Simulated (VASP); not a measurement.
The system is AlN.

```
CELL_PARAMETERS angstrom
3.11310 0.00000 0.00000
-1.55655 2.69603 0.00000
0.00000 0.00000 4.98181
ATOMIC_POSITIONS crystal
Al 0.33333 0.66667 0.99899
Al 0.66667 0.33333 0.49899
N 0.33333 0.66667 0.38101
N 0.66667 0.33333 0.88101
```

Program: VASP 6.6.1. Alike in all runs: task band structure; no spin polarisation; cell as given; k mesh 12 × 12 × 6; cutoff (eV) 520; smearing gaussian 0.03 eV.

**Question.** Order these runs on this cell by their band gap on the k mesh, lowest first.
A. level LDA; potentials or basis VASP PAW LDA potentials, release 64 (Al, N); further INCAR settings ALGO = Fast; EDIFF = 1e-06
B. level r2SCAN; potentials or basis VASP PAW PBE potentials, release 64 (Al, N); further INCAR settings ALGO = Normal; EDIFF = 1e-06
C. level TB-mBJ; potentials or basis VASP PAW PBE potentials, release 64 (Al, N); further INCAR settings ALGO = Normal; EDIFF = 1e-06

**Answer.** A (4.21 eV), B (4.87 eV), C (5.35 eV).

Runs at the PBE level aren't shown here.
